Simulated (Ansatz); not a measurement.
# LiS4: the cost of one run

Program: Ansatz 0.2.0. Level of theory: DFT PBE, scalar-relativistic, plane waves, PAW. These are calculated values, not measurements.

### Step 1. The starting structure

It takes space group P6/mmm (No. 191, hexagonal). Conventional cell: a = 4.174 Å, b = 4.174 Å, c = 7.367 Å, α = 90.00°, β = 90.00°, γ = 120.00°. Li (site symmetry 6/mmm) is surrounded by 14 S at 3.68 to 4.23 Å and 6 Li at 4.17 Å. Around S (site symmetry mmm) lie 6 S at 2.09 Å. S (site symmetry 6/mmm) has 6 S at 2.09 Å as nearest neighbours.

Coordinates:

```cif
data_structure
_symmetry_space_group_name_H-M 'P6/mmm'
_symmetry_Int_Tables_number 191
_cell_length_a 4.1742
_cell_length_b 4.1742
_cell_length_c 7.3670
_cell_angle_alpha 90.000
_cell_angle_beta 90.000
_cell_angle_gamma 120.000
_cell_volume 111.16
loop_
_atom_site_label
_atom_site_type_symbol
_atom_site_symmetry_multiplicity
_atom_site_Wyckoff_symbol
_atom_site_fract_x
_atom_site_fract_y
_atom_site_fract_z
_atom_site_occupancy
Li1 Li 1 a 0.00000 0.00000 0.00000 1
S1 S 3 g 0.50000 0.00000 0.50000 1
S2 S 1 b 0.00000 0.00000 0.50000 1
```

A structure generator made this guess: random cell by space group and Wyckoff sites (P6/mmm, No. 191). The dimensions are guesses.

### Step 2. Probe: one point on a coarse mesh

Input file input.yaml:

```yaml
crystal:
  lattice:
    - [4.17415659, 0.0, 0.0]
    - [-2.0870783, 3.61492565, 0.0]
    - [0.0, 0.0, 7.36701534]
  atoms:
    - { symbol: Li, position: [0.0, 0.0, 0.0] }
    - { symbol: S, position: [0.5, 0.0, 0.5] }
    - { symbol: S, position: [0.0, 0.5, 0.5] }
    - { symbol: S, position: [0.5, 0.5, 0.5] }
    - { symbol: S, position: [0.0, 0.0, 0.5] }
basis:
  ecutwfc: 420
kpoints:
  mp_grid: { grid: [6, 6, 4] }
hamiltonian:
  xc: pbe
scf:
  occupations: { method: gaussian, width: 0.1 }
  lower_state_search: "off"
output:
  forces: true
  stress: true
  eigenvalues: true
```

Started as:

```sh
ansatz run input.yaml --threads 1 --pin off --max-ram 2048MiB --backend cpu --events-out ev --progress --plain --runs-dir out
```

What time and memory should one allow on 1 thread of Arm Neoverse V2, shared host?

About 2.8 s, with a peak of 0.41 GiB.
